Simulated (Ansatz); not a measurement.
# AlN (4H polytype) (P6_3mc): the dielectric response by several routes

Wanted: ε∞ of AlN (4H polytype) (P6_3mc) from perturbation theory, a sum over states and the RPA step of G0W0, with cost.

Program: Ansatz 0.2.0. Level of theory: linear response on PBE, plane waves, PAW. Results are calculated unless marked as measured.

Report form: the programs' logs are mostly left out.

## 1. Starting point

Symmetry: P6_3mc, No. 186, hexagonal system. The conventional cell has a = 3.120 Å, b = 3.120 Å, c = 10.110 Å, α = 90.00°, β = 90.00°, γ = 120.00°. Nearest to Al lie 4 N at 1.90 to 1.92 Å. Al has 4 N at 1.90 to 1.91 Å nearest. Nearest to N lie 4 Al at 1.91 to 1.92 Å. N has 4 Al at 1.90 Å nearest. Farther neighbours and most contacts between anions are not listed.

As a file:

```xyz
8
Lattice="3.1202 0.0000 0.0000 -1.5601 2.7022 0.0000 0.0000 0.0000 10.1102" Properties=species:S:1:pos:R:3 pbc="T T T"
Al    0.0000    0.0000   -0.0126
Al    0.0000    1.8015    2.5258
Al    0.0000    0.0000    5.0425
Al    1.5601    0.9007    7.5809
N     0.0000    0.0000    1.9029
N     0.0000    1.8015    4.4304
N     0.0000    0.0000    6.9580
N     1.5601    0.9007    9.4855
```

The structure was relaxed with PBE. The runs that relaxed it are not among those shown.

## 2. Response to a homogeneous field

The response to a uniform field gives ε∞, a yardstick for the screening that GW builds on its mesh.

This step: dielectric response by perturbation theory, PBE, plane waves, PAW; PAW set soft_1.

Input file input.yaml:

```yaml
crystal:
  lattice:
    - [3.1202290047, 0.0, 0.0]
    - [-1.5601145023, 2.7021975837, 0.0]
    - [0.0, 0.0, 10.1102215084]
  atoms:
    - { symbol: Al, position: [0.0, 0.0, -0.0012500118] }
    - { symbol: Al, position: [0.3333333333, 0.6666666667, 0.2498254965] }
    - { symbol: Al, position: [0.0, 0.0, 0.4987499882] }
    - { symbol: Al, position: [0.6666666667, 0.3333333333, 0.7498254965] }
    - { symbol: "N", position: [0.0, 0.0, 0.1882176634] }
    - { symbol: "N", position: [0.3333333333, 0.6666666667, 0.4382068519] }
    - { symbol: "N", position: [0.0, 0.0, 0.6882176634] }
    - { symbol: "N", position: [0.6666666667, 0.3333333333, 0.9382068519] }
kpoints:
  mp_grid: { grid: [9, 9, 2] }
hamiltonian:
  xc: pbe
  pseudopotentials: { kind: paw, azcp: { folder: soft_1 } }
scf:
  occupations: { method: fixed }
dielectric: {}
```

Run with:

```console
> ansatz run input.yaml --threads 4 --pin off --max-ram 17510MiB --backend cpu --events-out ev --progress --plain --runs-dir out
```

Run time: 31 s. Hardware: 4 threads of Arm Neoverse V1, shared host; peak memory 0.68 GiB.

This step gave:

| Quantity | Value |
| --- | --- |
| stated error of ε∞ | 0.019 |

One over ε∞ averages 0.22, near the quarter of exact exchange in PBE0.

High-frequency dielectric tensor:

```
4.56 0.00 0.00
0.00 4.56 0.00
0.00 0.00 4.68
```

Born effective charge (e), principal values of the symmetric part by kind of site:

| atom | atoms with these values | low | middle | high | mean |
| --- | --- | --- | --- | --- | --- |
| Al1 | 2 | 2.52 | 2.52 | 2.72 | 2.59 |
| Al2 | 2 | 2.50 | 2.55 | 2.55 | 2.54 |
| N5 | 2 | -2.63 | -2.53 | -2.53 | -2.56 |
| N6 | 2 | -2.59 | -2.55 | -2.55 | -2.56 |

In full for N5:

```
-2.53  0.00  0.00
 0.00 -2.53  0.00
 0.00  0.00 -2.63
```

## 3. Independent-particle spectrum

The independent-particle spectrum shows where the oscillator strength lies, before excitons and local fields.

This step: independent-particle optics on PBE, plane waves, PAW; PAW set soft_1.

Changes to input.yaml since step 2:

```diff
@@ -15,3 +15,3 @@
 kpoints:
-  mp_grid: { grid: [9, 9, 2] }
+  mp_grid: { grid: [12, 12, 2] }
 hamiltonian:
@@ -21,2 +21,4 @@
   occupations: { method: fixed }
-dielectric: {}
+  n_extra_bands: 58
+output:
+  optics: { e_range: [0, 25], de: 0.1, sigma: 0.2 }
```

Elapsed: 51 s, on 4 threads; peak memory 0.98 GiB.

This step gave:

| Quantity | Value |
| --- | --- |
| ε∞ without local fields (xx, yy, zz) | 4.706, 4.706, 4.820 |
| electrons in the f-sum (xx, yy, zz) | 25.77, 25.77, 25.71 |
| bands in the explicit sum (the static value is completed to all bands) | 74 |

The sum gives ε∞ = 4.71 and 4.82 without local fields.

The ε₂ has structure finer than the step of the table below, so its rows give means over 1 eV, whole bins alone (the curve runs from 0 to 25 eV). Peaks (eV: height): xx=yy 7.5: 8.74, 9.6: 5.82, 11.9: 6.22; zz 6.7: 6.98, 9.5: 8.74, 11.8: 7.43.

Independent particles, no local fields, Gaussian width 0.2 eV. The ε₂ by photon energy; means over each step:

```csv
photon energy (eV),xx=yy,zz
3,0,0
4,0.205,0.266
5,1.24,1.61
6,3.82,5.41
7,7.44,6.69
8,6.78,5.84
9,4.41,5.35
10,5.38,5.29
11,5.07,4.44
12,5.72,6.20
13,4.61,4.06
14,2.43,2.67
15,1.75,1.66
16,1.14,1.14
17,0.743,0.677
18,0.481,0.486
19,0.379,0.427
20,0.336,0.375
21,0.296,0.308
22,0.261,0.269
23,0.211,0.237
24,0.256,0.265
```

Independent particles, no local fields, Gaussian width 0.2 eV. Table of loss function by photon energy; read off at these points:

| photon energy (eV) | xx=yy | zz |
| --- | --- | --- |
| 3.50 | 0 | 0 |
| 4.00 | 0.00201 | 0.00377 |
| 4.50 | 0.0147 | 0.0147 |
| 5.00 | 0.0194 | 0.0175 |
| 5.50 | 0.0321 | 0.0392 |
| 6.00 | 0.0425 | 0.0623 |
| 6.50 | 0.0588 | 0.0790 |
| 7.00 | 0.0804 | 0.105 |
| 7.50 | 0.0975 | 0.120 |
| 8.00 | 0.143 | 0.142 |
| 8.50 | 0.191 | 0.192 |
| 9.00 | 0.191 | 0.134 |
| 9.50 | 0.143 | 0.107 |
| 10.00 | 0.180 | 0.209 |
| 10.50 | 0.173 | 0.265 |
| 11.00 | 0.188 | 0.191 |
| 11.50 | 0.198 | 0.155 |
| 12.00 | 0.164 | 0.147 |
| 12.50 | 0.172 | 0.176 |
| 13.00 | 0.166 | 0.186 |
| 13.50 | 0.191 | 0.230 |
| 14.00 | 0.229 | 0.233 |
| 14.50 | 0.294 | 0.258 |
| 15.00 | 0.266 | 0.288 |
| 15.50 | 0.334 | 0.338 |
| 16.00 | 0.373 | 0.367 |
| 16.50 | 0.405 | 0.407 |
| 17.00 | 0.477 | 0.443 |
| 17.50 | 0.559 | 0.631 |
| 18.00 | 0.759 | 0.912 |
| 18.50 | 1.04 | 1.17 |
| 19.00 | 1.45 | 1.53 |
| 19.50 | 2.02 | 1.93 |
| 20.00 | 2.55 | 2.32 |
| 20.50 | 3.04 | 2.71 |
| 21.00 | 3.40 | 3.34 |
| 21.20 | 3.43 | 3.47 |
| 21.50 | 3.37 | 3.46 |
| 22.00 | 3.10 | 2.94 |
| 22.50 | 2.61 | 2.57 |
| 23.00 | 1.99 | 2.13 |
| 23.50 | 1.25 | 1.51 |
| 24.00 | 1.03 | 1.23 |
| 24.50 | 1.07 | 1.19 |
| 25.00 | 1.17 | 1.35 |

## 4. RPA screening from the G0W0 run

Now the one-shot GW correction: screening in the RPA, then the self-energy of the levels asked for. This step takes PAW set soft_1 files.

This step: G0W0 on PBE, plane waves, PAW; PAW set soft_1.

Changes to input.yaml since step 3:

```diff
@@ -15,3 +15,3 @@
 kpoints:
-  mp_grid: { grid: [12, 12, 2] }
+  mp_grid: { grid: [6, 6, 2] }
 hamiltonian:
@@ -21,4 +21,7 @@
   occupations: { method: fixed }
-  n_extra_bands: 58
-output:
-  optics: { e_range: [0, 25], de: 0.1, sigma: 0.2 }
+gw:
+  n_empty_bands: 254
+  ecut_chi: 120.0
+  qp_bands: [v2, c2]
+  qp_kpoints: band_edges
+  screening: { model: contour_deformation }
```

It took 86 s on 4 threads; peak memory 1.2 GiB.

This step gave:

| Property | Result |
| --- | --- |
| bands summed | 270 |
| RPA ε∞ on this mesh (eigenvalues) | 4.347, 4.347, 4.421 |
| plane waves in the screening matrix | 265 |
| G0W0 gap on the mesh | 5.296 eV |
| k of the valence top | 0, 0, 0 |
| k of the conduction bottom | 0, -0.5, 0 |
| starting gap on the mesh | 4.007 eV |
| least direct G0W0 gap on the computed points | 5.560 eV |

The gap on the mesh goes from 4.01 eV to 5.30 eV, a correction of +1.29 eV. Between the two edge states, bare exchange in place of the xc potential would open the gap by 8.37 eV, and correlation takes back 7.09 eV.

Mean over the mesh in bins of 0.25 1/Å. Static inverse dielectric function, diagonal against length of q+G:

```
length of q+G (Å⁻¹)  static inverse dielectric function, diagonal
               0.31                                         0.248
               0.48                                         0.273
               0.76                                         0.324
               1.01                                         0.378
               1.23                                         0.431
               1.49                                         0.488
               1.76                                         0.550
               2.01                                         0.606
               2.25                                         0.657
               2.51                                         0.706
               2.77                                         0.752
               3.01                                         0.787
               3.24                                         0.815
               3.50                                         0.841
               3.75                                         0.865
               4.00                                         0.885
               4.25                                         0.903
               4.50                                         0.920
               4.76                                         0.935
               5.01                                         0.948
               5.25                                         0.958
               5.49                                         0.967
```

## 5. The values together

Times are wall times on 4 threads of Arm Neoverse V1, shared host, good to a factor of about two.

```csv
method,mesh,"ε∞, low",middle,high,mean,time
perturbation theory (local fields and xc kernel),9×9×2 (response on 200 points),4.56,4.56,4.68,4.60,31 s
sum over states (no local fields),12×12×2,4.71,4.71,4.82,4.74,51 s
"RPA with local fields, on the GW mesh",6×6×2,4.35,4.35,4.42,4.37,86 s
```

## 6. Results

```
perturbation theory (local fields and xc kernel) : 4.56, 4.56, 4.68
sum over states (no local fields)                : 4.71, 4.71, 4.82
RPA with local fields, on the GW mesh            : 4.35, 4.35, 4.42
```

**Reading.** Mean Born effective charge: Al1 2.59, Al2 2.54, N5 -2.56, N6 -2.56 e. Distinct peaks of the ε₂ (xx=yy) stand at 7.5, 9.6 and 11.9 eV; the one at 7.5 eV is strongest. The loss function (xx=yy) has its highest peak at 21.2 eV. The sum without local fields gives 4.74 in the mean against 4.60 by perturbation theory; local fields lower ε∞ and the xc kernel gives part of it back, though the sum also carries the error of its own mesh. The RPA values on the 6×6×2 mesh average 0.95 times those of perturbation theory (means 4.37 and 4.60). Without the xc kernel RPA should lie a little lower, as the mean does. PBE usually puts the gap too low, which tends to raise ε∞. Ions are clamped, so the lattice part of the static constant is not in these numbers.

[Paths, hosts, dates, memory and timing lines, banners, echoed tables and standing remarks are left out of the program output.]

[Logs are printed without paths, hosts, clocks, repeated set-up lines and the standing remarks that a program may print on its own settings, such as how far it seeks lower states.]

[Runs of the session that timed out or met a known fault of the program may be left out.]

[Cells called generated may have been cut or substituted from an entry of the Crystallography Open Database or the Materials Project.]

[Hosts, paths, dates, database ids (printed as entryN), source tags and the programs' standing remarks are cut or masked in the printed files.]
